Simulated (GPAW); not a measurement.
Runs of GPAW 26.7.0 on BeTe. It takes space group F-43m (No. 216, cubic). The conventional cell has a = 5.540 Å, b = 5.540 Å, c = 5.540 Å, α = 90.00°, β = 90.00°, γ = 90.00°. Te (site symmetry -43m) is surrounded by 4 Be at 2.40 Å. Be (site symmetry -43m) has 4 Te at 2.40 Å as nearest neighbours. 

| task | level | potentials or basis | k mesh | cutoff (eV) | smearing | maxiter | band path | band points | convergence | response ecut | gap on the mesh (eV) | pressure (GPa) |
| --- | --- | --- | --- | --- | --- | --- | --- | --- | --- | --- | --- | --- |
| band structure | r2SCAN | GPAW PAW data sets (gpaw-data 1.2.1), pw | 8 × 8 × 8 | 800 | fermi-dirac 0.05 eV | 150 | GXWKGLUWLK,UX | 60 | - | - | (b) | 4.3 |
| single point | PBE | GPAW PAW data sets (gpaw-data 1.2.1), pw | 7 × 7 × 7 | 600 | fermi-dirac 0.05 eV | 120 | - | - | default | - | 1.92 | (a) |
| band structure | PBEsol | PAW data sets generated in the run's folder for this functional, pw | 8 × 8 × 8 | 800 | fermi-dirac 0.05 eV | 150 | GXWKGLUWLK,UX | 60 | - | - | 1.75 | 2.1 |
| single point | TB-mBJ | GPAW PAW data sets for LDA (gpaw-data 1.2.1), pw | 8 × 8 × 8 | 800 | fermi-dirac 0.05 eV | 150 | - | - | - | - | 2.52 | - |
| single point | PBEsol | PAW data sets generated in the run's folder for this functional, pw | 8 × 8 × 8 | 800 | fermi-dirac 0.05 eV | 150 | - | - | - | - | 1.75 | 2.1 |

Alike in all rows: no spin polarisation; cell as given.

**Question.** Fill in the values left out.

**Answer.** (a) 4.4; (b) 2.22.

Caveats: spin-orbit coupling is left out, which moves the levels of the heavy elements; the PAW data sets were made with another functional, which shifts forces and pressure a little (some runs); the cutoff is short for stress and forces, so pressures can be off by a GPa or more (some runs); an odd mesh through Γ misses points on the zone boundary, where band edges often lie (some runs); a model potential gives levels but no total energy (some runs).

A k mesh can miss the band edges, and the runs leave out spin-orbit coupling on Te.
